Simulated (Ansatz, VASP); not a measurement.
**Two plane-wave programs on Pt**

```xyz
2
Lattice="2.8089 0.0000 0.0000 -1.4044 2.4326 0.0000 0.0000 0.0000 4.8759" Properties=species:S:1:pos:R:3 pbc="T T T"
Pt    1.4044    0.8109    3.6569
Pt    0.0000    1.6217    1.2190
```

This isn't the form of Pt at room conditions, which is fcc.

Alike in both runs: task single point; functional r2SCAN; k mesh 10 × 10 × 5; occupations fermi-dirac, width 0.1 eV; no spin polarisation.

```csv
,VASP,Ansatz
version,VASP 6.6.1,Ansatz 0.2.0
potentials or method,"VASP PAW PBE potentials, release 64 (Pt)","plane waves, PAW"
plane-wave cutoff (eV),520,762
valence electrons in the cell,20,36
```

|  | VASP | Ansatz | Ansatz less VASP |
| --- | --- | --- | --- |
| pressure (GPa) | -16.1 | -16.5 | -0.38 |
| largest component of the traceless stress (GPa) | 1.10 | 1.30 | +0.194 |

With one functional, cell and mesh, what is left measures potentials, basis and numerics. The two sets of potentials don't hold the same shells in valence. Ansatz warned: «stress_scf_threshold_loose».

Caveats: so large a pressure means that the cell lies far from this level's equilibrium, or that cutoff or potentials fall short (VASP); the potentials were made for another functional, which shifts forces and pressure (VASP). The runs have no spin-orbit coupling, so splittings on Pt are missing.
